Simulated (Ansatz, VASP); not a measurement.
# CaAs2Pd2: VASP beside Ansatz

Aim: how closely do two programs agree when they are given the same cell, functional and k mesh? The cell is taken from a series of runs on this material, whose earlier steps may have relaxed, scaled, displaced or heated it; both programs get it as it stands.

Method: plane waves, with VASP 6.6.1 beside it; relaxation of cell and atoms at PBEsol, in Ansatz 0.2.0.

### Step 1. Starting point

Symmetry: I4/mmm, No. 139, tetragonal system. The conventional cell has a = 4.282 Å, b = 4.282 Å, c = 10.088 Å, α = 90.00°, β = 90.00°, γ = 90.00°. Ca has 10 As at 3.26 to 3.83 Å and 8 Pd at 3.31 Å nearest. As has 1 As at 2.43 Å and 4 Pd at 2.51 Å and 5 Ca at 3.26 to 3.83 Å nearest. Nearest to Pd lie 4 As at 2.51 Å and 4 Pd at 3.03 Å and 4 Ca at 3.31 Å. Farther neighbours are not listed.

Structure file:

```xyz
5
Lattice="-2.1412 2.1412 5.0440 2.1412 -2.1412 5.0440 2.1412 2.1412 -5.0440" Properties=species:S:1:pos:R:3 pbc="T T T"
Ca    0.0000    0.0000    0.0000
As    0.0000    0.0000    3.8309
As    0.0000    0.0000    6.2571
Pd    0.0000    2.1412    2.5220
Pd    2.1412    0.0000    2.5220
```

### Step 2. VASP: relaxation of cell and atoms, PBEsol

The relaxed volume is the usual yardstick between codes: in a stiff, nearly cubic crystal its relative difference is about their pressure difference at one cell divided by the bulk modulus.

Lines of VASP's logs that name or quote its potential files are left out, and so is its time.

INCAR reads:

```
SYSTEM = CaAs2Pd2
PREC = Accurate
ENCUT = 500
EDIFF = 1E-07
NELM = 120
ISMEAR = 1
SIGMA = 0.25
LREAL = .FALSE.
ALGO = Normal
GGA = PS
NBANDS = 26
LASPH = .TRUE.
LORBIT = 11
LWAVE = .FALSE.
LCHARG = .FALSE.
ISIF = 3
IBRION = 2
NSW = 80
EDIFFG = -0.005
GGA_COMPAT = .FALSE.
NELMIN = 4
KPAR = 2
```

POSCAR reads:

```
CaAs2Pd2
1.0
   -2.1412000000      2.1412000000      5.0440000000
    2.1412000000     -2.1412000000      5.0440000000
    2.1412000000      2.1412000000     -5.0440000000
Ca As Pd
1 2 2
Direct
    0.0000000000      0.0000000000      0.0000000000
    0.3797473236      0.3797473236      0.0000000000
    0.6202526764      0.6202526764      0.0000000000
    0.7500000000      0.2500000000      0.5000000000
    0.2500000000      0.7500000000      0.5000000000
```

KPOINTS reads:

```
Automatic mesh
0
Gamma
12 12 12
0 0 0
```

The projector-augmented-wave data sets are Ca_sv, As and Pd (PBE family, release 64).

The run is started by

```
$ mpirun -np 2 vasp_std
```

Numbers of over 12 decimals in the logs are rounded to 6 here.

Output:

```text
[banner, memory and clock lines left out]
running    2 mpi-ranks, on    1 nodes
 distrk:  each k-point on    1 cores,    2 groups
 distr:  one band on    1 cores,    1 groups

 POSCAR found type information on POSCAR CaAsPd
 POSCAR found :  3 types and       5 ions
|                                                                             |
|               ----> ADVICE to this user running VASP <----                  |
|                                                                             |
|     You enforced a specific xc type in the INCAR file but a different       |
|     [... a line on the potential file left out ...]
|     I HOPE YOU KNOW WHAT YOU ARE DOING!                                     |
|                                                                             |

 LDA part: xc-table for (Slater+PW92), standard interpolation
 POSCAR, INCAR and KPOINTS ok, starting setup
 FFT: planning ... GRIDC
 FFT: planning ... GRID_SOFT
 FFT: planning ... GRID
 WAVECAR not read
 entering main loop
       N       E                     dE             d eps       ncg     rms          rms(c)
DAV:   1     0.261198973443E+03    0.26120E+03   -0.18792E+04  8476   0.141E+03
DAV:   2    -0.148848136659E+02   -0.27608E+03   -0.26958E+03  8964   0.330E+02
DAV:   3    -0.283159736909E+02   -0.13431E+02   -0.13196E+02 12046   0.659E+01
DAV:   4    -0.287679363284E+02   -0.45196E+00   -0.45058E+00 13574   0.105E+01
DAV:   5    -0.287734085018E+02   -0.54722E-02   -0.54690E-02 11704   0.108E+00    0.125E+01
DAV:   6    -0.282979795502E+02    0.47543E+00   -0.52419E+00 10800   0.162E+01    0.683E+00
DAV:   7    -0.281283790767E+02    0.16960E+00   -0.10450E+00 10720   0.813E+00    0.402E+00
DAV:   8    -0.280959679357E+02    0.32411E-01   -0.10401E-01 10878   0.197E+00    0.465E-01
DAV:   9    -0.280914498105E+02    0.45181E-02   -0.19910E-02 10748   0.991E-01    0.179E-01
DAV:  10    -0.280914934713E+02   -0.43661E-04   -0.22261E-03 11264   0.270E-01    0.880E-02
DAV:  11    -0.280915117518E+02   -0.18281E-04   -0.32180E-04 11422   0.121E-01    0.254E-02
DAV:  12    -0.280915050965E+02    0.66553E-05   -0.54512E-05 10698   0.564E-02    0.554E-03
DAV:  13    -0.280915053338E+02   -0.23730E-06   -0.37373E-06 12528   0.107E-02    0.230E-03
DAV:  14    -0.280915054742E+02   -0.14038E-06   -0.33844E-07  9788   0.361E-03    0.843E-04
DAV:  15    -0.280915055049E+02   -0.30771E-07   -0.10504E-07  5614   0.257E-03
   1 F= -.28091506E+02 E0= -.28092901E+02  d E =-.280915E+02
[...]
2 F= -.28094989E+02 E0= -.28096432E+02  d E =-.348319E-02
[...]
3 F= -.28094990E+02 E0= -.28096433E+02  d E =-.348489E-02
 curvature:  -0.49 expect dE=-0.495E-05 dE for cont linesearch -0.304E-11
 trial: gam= 0.00136 g(F)=  0.357E-05 g(S)=  0.658E-05 ort = 0.214E-06 (trialstep = 0.996E+00)
 search vector abs. value=  0.102E-04
 bond charge predicted
       N       E                     dE             d eps       ncg     rms          rms(c)
DAV:   1    -0.280950415374E+02   -0.51166E-04   -0.10737E-03  8646   0.255E-01    0.434E-02
DAV:   2    -0.280950038227E+02    0.37715E-04   -0.30558E-04 10016   0.140E-01    0.212E-02
DAV:   3    -0.280949964356E+02    0.73872E-05   -0.31510E-05 10554   0.482E-02    0.920E-03
DAV:   4    -0.280949957268E+02    0.70871E-06   -0.10408E-05 12952   0.172E-02    0.297E-03
DAV:   5    -0.280949956995E+02    0.27369E-07   -0.87243E-07 10984   0.688E-03
   4 F= -.28094996E+02 E0= -.28096438E+02  d E =-.530316E-05
 trial-energy change:   -0.000005  1 .order   -0.000005   -0.000010   -0.000000
 step:   1.0411(harm=  1.0411)  dis= 0.00032  next Energy=   -28.094996 (dE=-0.529E-05)
 reached required accuracy - stopping structural energy minimisation
```

OUTCAR, selected parts (step 2):

```text
ion  position               nearest neighbor table
   1  0.000  0.000  0.000-   4 3.31   5 3.31   4 3.31   5 3.31   4 3.31   5 3.31   4 3.31   5 3.31

  LATTYP: Found a body centered tetragonal cell.
 ALAT       =     4.2824000000
 C/A-ratio  =     2.3556883990

 Subroutine GETGRP returns: Found 16 space group operations
 (whereof 16 operations were pure point group operations)

The static configuration has the point symmetry D_4h.

 Found    163 irreducible k-points:

   k-points           NKPTS =    163   k-points in BZ     NKDIM =    163   number of bands    NBANDS=     26

   dimension x,y,z NGX =    48 NGY =   48 NGZ =   48
   dimension x,y,z NGXF=    96 NGYF=   96 NGZF=   96

   ENCUT  =  500.0 eV  36.75 Ry    6.06 a.u.  10.73 10.73 10.73*2*pi/ulx,y,z

   NELECT =      40.0000    total number of electrons

 k-points in reciprocal lattice and weights: Automatic mesh
   0.00000000  0.00000000  0.00000000       0.001
   0.08333333  0.00000000 -0.00000000       0.005
   0.16666667 -0.00000000  0.00000000       0.005
   0.25000000  0.00000000  0.00000000       0.005
   0.33333333  0.00000000  0.00000000       0.005
   0.41666667 -0.00000000  0.00000000       0.005
   0.50000000  0.00000000  0.00000000       0.002
   0.08333333  0.08333333  0.00000000       0.005
   0.16666667  0.08333333 -0.00000000       0.009
[...]
-0.41666667 -0.41666667  0.41666667       0.001
   0.50000000  0.50000000  0.50000000       0.001

 average (electrostatic) potential at core
       1 -42.6373       2 -47.8950       3 -47.8950       4 -73.6735       5 -73.6735

 E-fermi :   7.0825

 k-point     1 :       0.0000    0.0000    0.0000
  band No.  band energies     occupation
    ...
     15       4.4146      2.00000
     16       4.7749      2.00000
     17       5.6435      2.00000
     18       5.6435      2.00000
     19       5.7196      2.00000
     20       7.5518     -0.02330
     21       7.5518     -0.02330
     22       7.7881     -0.00049
     23       8.6867     -0.00000
     24      10.4704     -0.00000
    ...

 k-point     2 :       0.0833    0.0000   -0.0000
  band No.  band energies     occupation
    ...
     16       4.7269      2.00000
     17       5.2989      2.00000
     18       5.4559      2.00000
     19       6.0740      2.00000
     20       7.1097      0.81716
     21       7.5185     -0.03337
     22       8.2094     -0.00000
     23       8.9360     -0.00000
     24      10.5890     -0.00000
     25      10.9074     -0.00000
    ...

 k-point     3 :       0.1667   -0.0000    0.0000
  band No.  band energies     occupation
    ...
     16       4.5866      2.00000
     17       4.9453      2.00000
     18       5.0550      2.00000
     19       6.4177      2.00110
     20       6.7527      2.06849
     21       7.4863     -0.04473
     22       8.5713     -0.00000
     23       9.5394     -0.00000
     24      10.5811     -0.00000
     25      10.9006     -0.00000
    ...

  Total        0.0194888      0.0194888     -0.0037547      0.0000000      0.0000000      0.0000000
  in kB        0.3360808      0.3360808     -0.0647501      0.0000000      0.0000000      0.0000000
  external PRESSURE =       0.2024705 kB  Pullay stress =       0.0000000 kB

  energy-cutoff  :      500.00
  volume of cell :       92.91
      direct lattice vectors                 reciprocal lattice vectors
    -2.140876745  2.140876745  5.067664499     0.000000000  0.233549176  0.098664779
     2.140876745 -2.140876745  5.067664499     0.233549176  0.000000000  0.098664779
     2.140876745  2.140876745 -5.067664499     0.233549176  0.233549176  0.000000000

 POSITION                                       TOTAL-FORCE (eV/Angst)
 -----------------------------------------------------------------------------------
      2.14088      2.14088      5.06766        -0.000000     -0.000000     -0.000000
      0.00000      0.00000      3.83811         0.000000      0.000000     -0.001125
      0.00000      0.00000      6.29722         0.000000      0.000000      0.001125
     -0.00000      2.14088      2.53383        -0.000000     -0.000000      0.000000
      2.14088     -0.00000      2.53383        -0.000000     -0.000000     -0.000000
 -----------------------------------------------------------------------------------
    total drift:                               -0.000000     -0.000000      0.000000

  FREE ENERGIE OF THE ION-ELECTRON SYSTEM (eV)
  ---------------------------------------------------
  free  energy   TOTEN  =       -28.0949956995 eV

  energy  without entropy=      -28.0993216562  energy(sigma->0) =      -28.09643769

 reached required accuracy - stopping structural energy minimisation

 total charge
# of ion       s       p       d       tot
------------------------------------------
    1        2.027   5.839   0.259   8.125
    2        1.215   1.474   0.086   2.775
    3        1.215   1.474   0.086   2.775
    4        0.454   0.526   8.638   9.618
    5        0.454   0.526   8.638   9.618
--------------------------------------------------
tot          5.365   9.839  17.706  32.911

[... 3 further parts left out ...]
```

CONTCAR:

```
CaAs2Pd2
   1.00000000000000
    -2.1408767454863509    2.1408767454863509    5.0676644986508022
     2.1408767454863509   -2.1408767454863509    5.0676644986508022
     2.1408767454863509    2.1408767454863509   -5.0676644986508022
  Ca              As              Pd
     1     2     2
Direct
     1.0000000000000000    1.0000000000000000    1.0000000000000000
     0.3786860594311666    0.3786860594311666    0.0000000000000000
     0.6213139405688336    0.6213139405688336    0.0000000000000000
     0.7500000000000000    0.2500000000000000    0.5000000000000000
     0.2500000000000000    0.7500000000000000    0.5000000000000000
```

(Part 1 of 2 ends here.)

[Lines on the potential files, build, host, timing and source positions are cut from VASP's logs without a mark.]

[Logs are printed without paths, hosts, clocks, repeated set-up lines and the standing remarks that a program may print on its own settings, such as how far it seeks lower states.]

[Hosts, paths, dates, database ids (printed as entryN), source tags and the programs' standing remarks are cut or masked in the printed files.]
